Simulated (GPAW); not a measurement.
The system is Sn.

```
Sn
1.0
     0.00000    3.23334    3.23334
     3.23334    0.00000    3.23334
     3.23334    3.23334    0.00000
Sn
2
Direct
  0.75000 0.75000 0.75000
  0.50000 0.50000 0.50000
```

This isn't the form of Sn at room conditions, which is tetragonal (white tin).

Base run:

```yaml
Program: GPAW 26.7.0
Functional: PBEsol
Potentials_or_basis: PAW data sets generated in the run's folder for this functional
Cutoff: 600 eV
Basis: pw
k_mesh: 7 × 7 × 7
Occupations: fermi-dirac, width 0.05 eV
Spin: no spin polarisation
```

Its results: pressure 1.3 GPa.

Problem. After a change of settings the same cell gave: pressure -0.1 GPa. Which change was it?
A. functional from PBEsol to r2SCAN; potentials or basis from PAW data sets generated in the run's folder for this functional to GPAW PAW data sets (gpaw-data 1.2.1)
B. functional from PBEsol to LDA; k mesh from 7 × 7 × 7 to 6 × 6 × 6
C. functional from PBEsol to BLYP

Solution. B.

Not every run made on this cell is shown here.
